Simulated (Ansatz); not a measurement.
**Ionic part of the dielectric constant of HfO2 at -1 GPa, mode by mode**

Computed with DFT PBEsol, scalar-relativistic, plane waves, PAW (Ansatz). Settings: 420 eV plane-wave cutoff, Γ-centred 8×8×8 mesh, fixed occupations. No spin polarisation. Phonons by linear response, acoustic sum rule imposed.

Symmetry: Fm-3m, No. 225, cubic system. Conventional cell: a = 5.050 Å, b = 5.050 Å, c = 5.050 Å, α = 90.00°, β = 90.00°, γ = 90.00°. Hf (site symmetry m-3m) is surrounded by 8 O at 2.19 Å. O (site symmetry -43m) is surrounded by 4 Hf at 2.19 Å.

Spin–orbit coupling is left out, which matters for heavy elements.

The primitive cell has V = 32.20 Å³ and ε∞,yy = 5.380. Each polar mode adds Δε = (4.92064×10⁷/V)·S/ν² along y, with S its oscillator strength in e²/amu, ν in cm⁻¹ and V in Å³.

Question: From these modes, find each Δε and ε0,yy.
```csv
ν (cm⁻¹),S_yy (e²/amu)
232.1,1.139
```

Answer:
```
ν (cm⁻¹)     Δε
   232.1  32.31
```

The sum is 32.309, so ε0,yy = 37.69; the run's tensor has 37.69.

Question: Where do the longitudinal modes lie for a wave vector along y?

Answer: At 614 cm⁻¹. The Lyddane–Sachs–Teller product Π(ν_LO/ν_TO)² = 7.01 matches ε0/ε∞ = 7.01.

This fluorite-type form isn't the usual stable structure of the compound.

Cost: 1 run of about 0.59 core-minutes, on Intel Xeon Platinum 8488C (Sapphire Rapids) (shared hosts).